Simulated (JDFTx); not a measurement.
Runs of JDFTx 1.7.0 (patched build) on InP. It takes space group F-43m (No. 216, cubic). The conventional cell has a = 5.861 Å, b = 5.861 Å, c = 5.861 Å, α = 90.00°, β = 90.00°, γ = 90.00°. Around In (site symmetry -43m) lie 4 P at 2.54 Å. Around P (site symmetry -43m) lie 4 In at 2.54 Å. 

| task | level | potentials or basis | k mesh | cutoff (eV) | smearing | SCF threshold on the energy | further solve for the empty bands | mesh quality | gap on the mesh (eV) | pressure (GPa) |
| --- | --- | --- | --- | --- | --- | --- | --- | --- | --- | --- |
| single point | HSE06 | PseudoDojo-SR-PBE-0.5-standard with smoothed tails | 3 × 3 × 3 | 952 | fermi-dirac 0.05 eV | 1e-07 Ha | yes | coarse | 1.44 | 0.5 |
| single point | PBEsol | PseudoDojo-SR-PBEsol-0.4.1-standard with smoothed tails | 8 × 8 × 8 | 952 | gaussian 0.05 eV | 1e-09 Ha | yes | not flagged | 0.61 | 0.7 |
| single point | PBEsol | SG15-PBE-1.2 with smoothed tails | 4 × 4 × 4 | 1088 | fermi-dirac 0.05 eV | 1e-09 Ha | yes | coarse | 0.62 | (a) |
| single point | PBEsol | PseudoDojo-SR-PBEsol-0.4.1-standard with smoothed tails | 8 × 8 × 8 | 952 | fermi-dirac 0.05 eV | 1e-09 Ha | yes | not flagged | 0.61 | 0.7 |

Alike in all rows: no spin polarisation; cell as given.

**Question.** Fill in the values left out.

**Answer.** (a) 1.3.

Caveats: some runs use coarse meshes; spin-orbit coupling is left out, which moves the levels of the heavy elements; the potentials were made for another functional, which shifts forces and pressure (some runs); the empty levels aren't tightly converged (some runs); this program's HSE differs a little from the usual definition (some runs); the hybrid runs on potentials with a model core (some runs).

A k mesh can miss the band edges, and the runs leave out spin-orbit coupling on In.
